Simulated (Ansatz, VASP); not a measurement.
# Ta in VASP and in Ansatz

```
Ta
1.0
     2.74173    0.00000    0.00000
     0.00000    2.74173    0.00000
     0.00000    0.00000    2.74173
Ta
1
Direct
  0.00000 0.00000 0.00000
```

Alike in both runs: functional PBE; k mesh 13 × 13 × 13; occupations fermi-dirac, width 0.03 eV; no spin polarisation.

Ansatz relaxed the structure, and its values are those at the end. VASP's run is a single point on that final structure, the one shown.

|  | VASP | Ansatz |
| --- | --- | --- |
| version | VASP 6.6.1 | Ansatz 0.2.0 |
| potentials or method | VASP PAW PBE potentials, release 64 (Ta_pv) | PAW with Ansatz's default frozen-core files, scalar-relativistic |
| plane-wave cutoff (eV) | 520 | 420 |
| valence electrons in the cell | 11 | 13 |

|  | VASP | Ansatz | Ansatz less VASP |
| --- | --- | --- | --- |
| pressure (GPa) | 0.1 | 0.0 | -0.10 |

The functional is the same, so the differences come from potentials, cutoffs and numerics. The two sets of potentials don't hold the same shells in valence.

Spin-orbit coupling is left out, which matters for the levels of Ta.
